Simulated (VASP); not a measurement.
**H: relaxation of the atoms with PBE+D3(BJ)**

The system is H.

```
H
1.0
     5.24148    0.00000    0.00000
     0.00000    5.24148    0.00000
     0.00000    0.00000    5.24148
H
12
Direct
  0.68870 0.17485 0.66031
  0.77108 0.16673 0.54661
  0.30296 0.00990 0.49672
  0.31147 0.00437 0.35645
  0.28325 0.78121 0.01293
  0.39988 0.80739 0.93882
  0.37725 0.57287 0.52618
  0.37995 0.55232 0.38707
  0.99785 0.74476 0.19970
  0.91723 0.75758 0.08518
  0.60259 0.28587 0.24932
  0.61050 0.39658 0.16294
```

The cell was built by a generator and needn't be a form met in nature.

```json
{
 "Program": "VASP 6.6.1",
 "Task": "relaxation of the atoms",
 "Functional": "PBE",
 "Dispersion": "D3(BJ)",
 "Potentials or basis": "VASP PAW PBE potentials, release 64 (H)",
 "Cutoff": "520 eV",
 "k mesh": "1 × 1 × 1",
 "Occupations": "fermi-dirac, width 0.05 eV",
 "Spin": "no spin polarisation",
 "Dipole correction": "no",
 "Further INCAR settings": "ALGO = Normal; EDIFF = 1e-06; IBRION = 2; EDIFFG = -0.3; NSW = 35"
}
```

```json
{
 "Energy gained by relaxing": "38.8 meV/atom",
 "Ionic steps": "10",
 "Pressure after relaxing": "1.5 GPa",
 "Largest force after relaxing": "0.219 eV/Å",
 "Band gap on the k mesh": "9.62 eV, direct",
 "Dispersion energy per atom": "-0.019 eV"
}
```

Forces in eV/Å, atoms in the order of the input:
```
H    0.032 -0.007  0.037
H    0.077 -0.030  0.017
H   -0.027  0.061 -0.208
H   -0.081  0.007  0.042
H   -0.111  0.028  0.073
H    0.151  0.105 -0.019
H    0.006 -0.128 -0.084
H   -0.007 -0.082  0.069
H    0.046  0.002 -0.024
H    0.047  0.000  0.073
H   -0.144 -0.128  0.080
H    0.010  0.170 -0.054
```

Stress tensor (GPa, compression positive):
```
0.78 0.00 0.21
0.00 2.03 0.10
0.21 0.10 1.55
```

Step by step:
```tsv
step	energy change (eV)	largest force (eV/Å)	pressure (GPa)
1	0.0000	0.4684	2.84
2	-0.0172	0.7053	1.92
3	-0.0195	0.5106	2.15
4	-0.0403	0.4929	2.12
5	-0.0978	0.4543	2.04
6	-0.1934	0.4959	1.87
7	-0.3217	0.7865	1.52
8	-0.3745	1.8226	0.69
9	-0.4218	1.3820	0.90
10	-0.4661	0.2189	1.46
```

Final structure:
```cif
data_structure
_symmetry_space_group_name_H-M 'P 1'
_symmetry_Int_Tables_number 1
_cell_length_a 5.2415
_cell_length_b 5.2415
_cell_length_c 5.2415
_cell_angle_alpha 90.000
_cell_angle_beta 90.000
_cell_angle_gamma 90.000
_cell_volume 144.00
loop_
_atom_site_label
_atom_site_type_symbol
_atom_site_fract_x
_atom_site_fract_y
_atom_site_fract_z
_atom_site_occupancy
H1 H 0.71752 0.16103 0.70486 1
H2 H 0.82139 0.14672 0.60887 1
H3 H 0.26733 0.03853 0.47885 1
H4 H 0.28847 0.05822 0.33924 1
H5 H 0.33891 0.78331 0.92222 1
H6 H 0.46801 0.82370 0.88113 1
H7 H 0.33631 0.57999 0.58759 1
H8 H 0.35735 0.54525 0.45141 1
H9 H 0.91458 0.73090 0.26641 1
H10 H 0.89533 0.74381 0.12539 1
H11 H 0.59796 0.26108 0.15831 1
H12 H 0.63956 0.38191 0.09797 1
```

Levels at points of the mesh, in eV from the valence-band top:
```
           k point  band 3  band 4  band 5  band 6  band 7  band 8  band 9  band 10
(0.00, 0.00, 0.00)   -0.76   -0.50   -0.36    0.00    9.62    9.82   10.36    10.90
```

Run time: 31 s on 1 thread of Intel(R) Xeon(R) 6975P-C (Granite Rapids), on a shared host, peak memory 0.22 GiB.

Caveat: the relaxation stopped at a loose force limit of 0.3 eV/Å, so its end isn't a converged minimum.
